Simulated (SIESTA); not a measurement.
The system is BP.

```
P B
1.0
     0.00000    2.26900    2.26900
     2.26900    0.00000    2.26900
     2.26900    2.26900    0.00000
P B
1 1
Direct
  0.75000 0.75000 0.75000
  0.00000 0.00000 0.00000
```

Base run:

| Item | Value |
| --- | --- |
| Program | SIESTA 5.4.2 |
| Functional | BLYP |
| Potentials or basis | PseudoDojo 0.4 standard (PBE files) |
| Basis | DZP (energy shift 0.002 Ry) |
| Grid cutoff | 500 Ry |
| Energy shift | 0.002 Ry |
| k mesh | 10 × 10 × 10 |
| Occupations | fermi-dirac, width 0.05 eV |
| Spin | no spin polarisation |

Its results: band gap on the k mesh 1.55 eV, indirect (least direct gap 3.60 eV); pressure 10.8 GPa.

Q: After a change of settings the same cell gave: band gap on the k mesh 1.29 eV, indirect (least direct gap 3.43 eV); pressure 4.4 GPa. Which change was it?
A. functional from BLYP to PBE; basis from DZP (energy shift 0.002 Ry) to DZ (energy shift 0.002 Ry)
B. functional from BLYP to WC; potentials or basis from PseudoDojo 0.4 standard (PBE files) to PseudoDojo 0.4 standard (PBEsol files)
C. functional from BLYP to PBE
D. functional from BLYP to RPBE

A: C.

PBE binds more tightly than BLYP, so the same cell stands under less pressure.

Caveats: the basis of atomic orbitals isn't converged, which shifts pressures, moduli and gaps; the potentials were made for another functional, which shifts forces and pressure (some runs).

Not every run made on this cell is shown here.
